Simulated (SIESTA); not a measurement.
# Sr in SIESTA: convergence with k mesh

Sr, a slab with vacuum:

```
Sr
1.0
     4.20022    0.00000    0.00000
    -1.40007    3.96001    0.00000
     0.00000    0.00000   25.28840
Sr
4
Direct
  0.50000 0.50000 0.29658
  0.00000 0.00000 0.43219
  0.50000 0.50000 0.56781
  0.00000 0.00000 0.70342
```

| Quantity | Value |
| --- | --- |
| Program | SIESTA 5.4.2 |
| Task | single point |
| Functional | RPBE |
| Potentials or basis | PseudoDojo 0.4 standard (PBE files) |
| Basis | DZP (energy shift 0.003 Ry; two zetas on semicore shells; d shell added on Sr) |
| Grid cutoff | 500 Ry |
| Energy shift | 0.003 Ry |
| k mesh | 2 × 2 × 1 |
| Occupations | fermi-dirac, width 0.05 eV |
| Spin | no spin polarisation |

These are the settings of the first run; the series varies k mesh, with any setting tied to it.

Hardware: 1 thread of Arm Neoverse V2 (shared host).

| k mesh | energy less the tightest run, at zero smearing (meV/atom) | largest force (eV/Å) | SCF cycles | CPU time (s) | peak memory (GiB) |
| --- | --- | --- | --- | --- | --- |
| 2 × 2 × 1 | 79.21 | 0.293 | 17 | 53 | 0.4 |
| 3 × 3 × 1 | 33.31 | 0.041 | 13 | 44 | 0.4 |
| 4 × 4 × 1 | -8.08 | 0.099 | 13 | 44 | 0.4 |
| 5 × 5 × 1 | 1.96 | 0.076 | 14 | 47 | 0.4 |
| 6 × 6 × 1 | -1.97 | 0.064 | 14 | 48 | 0.4 |
| 7 × 7 × 1 | -1.86 | 0.078 | 13 | 45 | 0.4 |
| 9 × 9 × 1 | 0.00 | 0.068 | 13 | 46 | 0.4 |

Not settled before the last step: the energy (to 1 meV/atom), the largest force (to 0.005 eV/Å). Meshes of other sizes hit other points, so gaps and Fermi surfaces needn't settle smoothly. The tightest run that finished is the yardstick and may itself not be fully converged.

Caveat, for the tightest run too: the potentials were made for another functional, which shifts forces and pressure; the cell was measured hot, at 887 K; the basis of atomic orbitals isn't converged, which shifts pressures, moduli and gaps.
